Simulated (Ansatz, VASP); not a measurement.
# Cross-check of AlGaAs2 between VASP and Ansatz, part 3 of 3

Aim: how closely do two programs agree when they are given the same cell, functional and k mesh? The cell is taken from a series of runs on this material, whose earlier steps may have relaxed, scaled, displaced or heated it; both programs get it as it stands.

VASP 6.6.1 and Ansatz 0.2.0.

So far: Starting point; VASP: relaxation of cell and atoms, PBEsol, pair 1; Ansatz: relaxation of cell and atoms, PBEsol, pair 1; Comparison; VASP: relaxation of cell and atoms, PBEsol, pair 2.

## 5. VASP: relaxation of cell and atoms, PBEsol, pair 2 (continued)

Level of this step: PBEsol; plane waves and PAW (Ga_d, As, Al) (VASP).

Numbers of over 12 decimals in the logs are rounded to 6 here.

Parts of OUTCAR (step 5):

```text
  Total        0.0370167      0.0365376      0.0283462      0.0000000      0.0000000      0.0000000
  in kB        0.1083056      0.1069038      0.0829368      0.0000000      0.0000000      0.0000000
  external PRESSURE =       0.0993821 kB  Pullay stress =       0.0000000 kB

 POSITION                                       TOTAL-FORCE (eV/Angst)
 -----------------------------------------------------------------------------------
      0.00000      0.00000      0.72154         0.000000      0.000000      0.000057
      2.00769      2.00770      3.54121         0.000000      0.000000      0.000485
      0.00000      0.00000      6.36275         0.000000      0.000000     -0.000721
      2.00769      2.00770      9.18442         0.000000      0.000000      0.000877
      0.00000      0.00000     12.00548         0.000000      0.000000     -0.002041
      2.00769      2.00770     14.82469         0.000000      0.000000      0.002759
      2.00769      0.00000      2.13134         0.000000      0.000000      0.003788
      0.00000      2.00770      4.95167         0.000000      0.000000      0.002796
      2.00769      0.00000      7.77368         0.000000      0.000000     -0.001194
      0.00000      2.00770     10.59537         0.000000      0.000000     -0.004241
      2.00769      0.00000     13.41478         0.000000      0.000000      0.000804
      0.00000      2.00770     16.24002         0.000000      0.000000      0.002978
      2.00769      0.00000     19.07567         0.000000      0.000000     -0.002779
      0.00000      2.00770     21.91553         0.000000      0.000000     -0.002241
[...]
-----------------------------------------------------------------------------------
    total drift:                                0.000000      0.000000     -0.001038

  FREE ENERGIE OF THE ION-ELECTRON SYSTEM (eV)
  ---------------------------------------------------
  free  energy   TOTEN  =      -114.8548684117 eV

  energy  without entropy=     -114.8548684116  energy(sigma->0) =     -114.85486841

[... 1 part as in an earlier step ...]

[... 3 further parts left out ...]
[key lines of the parts left out:]
E-fermi :   4.2944
```

## 6. Ansatz: relaxation of cell and atoms, PBEsol, pair 2

The same cell, functional, mesh and smearing now go to Ansatz, which takes its cutoff from its data sets.

The cell is taken from a series of runs on this material, whose earlier steps may have relaxed, scaled, displaced or heated it; both programs get it as it stands.

input.yaml

```yaml
crystal:
  lattice:
    - [4.0002798379, 0.0, 0.0]
    - [0.0, 4.0002798379, 0.0]
    - [0.0, 0.0, 33.943513366]
  atoms:
    - { symbol: Ga, position: [0.0, 0.0, 0.0208594797] }
    - { symbol: As, position: [0.5, 0.0, 0.0624738536] }
    - { symbol: Ga, position: [0.5, 0.5, 0.1040882275] }
    - { symbol: As, position: [0.0, 0.5, 0.1457026014] }
    - { symbol: Ga, position: [0.0, 0.0, 0.1873169753] }
    - { symbol: As, position: [0.5, 0.0, 0.2289313492] }
    - { symbol: Ga, position: [0.5, 0.5, 0.2705457232] }
    - { symbol: As, position: [0.0, 0.5, 0.3121600971] }
    - { symbol: Ga, position: [0.0, 0.0, 0.353774471] }
    - { symbol: As, position: [0.5, 0.0, 0.3953888449] }
    - { symbol: Ga, position: [0.5, 0.5, 0.4370032188] }
    - { symbol: As, position: [0.0, 0.5, 0.4786175927] }
    - { symbol: Al, position: [0.0, 0.0, 0.5202319666] }
    - { symbol: As, position: [0.5, 0.0, 0.561950926] }
    - { symbol: Al, position: [0.5, 0.5, 0.6036698854] }
    - { symbol: As, position: [0.0, 0.5, 0.6453888449] }
    - { symbol: Al, position: [0.0, 0.0, 0.6871078043] }
    - { symbol: As, position: [0.5, 0.0, 0.7288267637] }
    - { symbol: Al, position: [0.5, 0.5, 0.7705457232] }
    - { symbol: As, position: [0.0, 0.5, 0.8122646826] }
    - { symbol: Al, position: [0.0, 0.0, 0.853983642] }
    - { symbol: As, position: [0.5, 0.0, 0.8957026014] }
    - { symbol: Al, position: [0.5, 0.5, 0.9374215609] }
    - { symbol: As, position: [0.0, 0.5, 0.9791405203] }
kpoints:
  mp_grid: { grid: [6, 6, 1] }
hamiltonian:
  xc: pbesol
scf:
  occupations: { method: fermi_dirac, width: 0.02 }
relax:
  f_tol: 0.015
  max_steps: 100
  cell: {}
```

Started as:

```sh
$ ansatz run input.yaml --threads 3 --pin off --max-ram 92160MiB --backend cuda --devices 1 --max-vram 13GiB --events-out ev --progress --plain --runs-dir out
```

What it wrote:

```text
GPUs: using 1 of 1 available (devices: 1).
[...]
GPU FFT provider: cuFFT
GPU libraries: cuBLAS 13.8.2, cuFFT 12.4.0, cuSOLVER 12.3.4
Crystal: 24 atoms, lattice volume = 543.172 Å³
Basis set: ecut = 420 eV, 10617 PW (Γ), exchange–correlation on 54×54×480 points (8 copies of the dense FFT grid, shifted against one another)
Bands: 166, of which v1, the nominal top of the filled ones, is band 138 counted from 1 (137 counted from 0)
Symmetry: 4 space group operations
[...]
k-points: 16 of 36
[...]
- { symbol: As, position: [0.500000, 0.0, 0.561709] }
    - { symbol: Al, position: [0.500000, 0.5, 0.603502] }
    - { symbol: As, position: [0.0, 0.5, 0.645298] }
    - { symbol: Al, position: [0.0, 0.0, 0.687088] }
    - { symbol: As, position: [0.500000, 0.0, 0.728879] }
    - { symbol: Al, position: [0.500000, 0.5, 0.770671] }
    - { symbol: As, position: [0.0, 0.5, 0.812460] }
    - { symbol: Al, position: [0.0, 0.0, 0.854257] }
    - { symbol: As, position: [0.500000, 0.0, 0.896050] }
    - { symbol: Al, position: [0.500000, 0.5, 0.937831] }
    - { symbol: As, position: [0.0, 0.5, 0.979484] }
[key lines of the parts left out:]
P = ⅓ Tr σ = 0.0014 GPa (0.014 kbar)
```

## 7. Side by side

What differs besides the data sets and the points named for the pairs above, as far as they apply: the data sets hold 276 valence electrons in Ansatz (on its default PAW (the set named soft_2) files) and 156 in VASP. Total energies have different zeros and are not compared.

The two programs side by side:

| quantity | Ansatz | VASP | difference |
| --- | --- | --- | --- |
| volume (Å³) | 546.00 | 547.59 | -0.29 % |
| edge a after relaxation, in the typed setting (Å) | 4.012 | 4.015 | -0.09 % |
| edge c after relaxation, in the typed setting (Å) | 33.928 | 33.963 | -0.10 % |

## 8. What came out

| Quantity | Value |
| --- | --- |
| difference in volume (relaxation of cell and atoms, PBEsol, pair 1) | -0.31 % |
| difference in volume (relaxation of cell and atoms, PBEsol, pair 2) | -0.29 % |

**Reading.** The difference in volume is -0.31 % (relaxation of cell and atoms, PBEsol, pair 1), within the 1.2 % picked in this series as the mark of a large difference, as far as the stopping tolerances let one tell. The data sets hold unlike numbers of valence electrons (184 in Ansatz and 104 in VASP and 276 in Ansatz and 156 in VASP), so part of the differences comes from the potentials. Such differences can come from data sets, numerical settings and the points named under the comparisons, not from the functional's error against experiment.

[Lines on the potential files, build, host, timing and source positions are cut from VASP's logs without a mark.]

[Logs are printed without paths, hosts, clocks, repeated set-up lines and the standing remarks that a program may print on its own settings, such as how far it seeks lower states.]

[Hosts, paths, dates, database ids (printed as entryN), source tags and the programs' standing remarks are cut or masked in the printed files.]
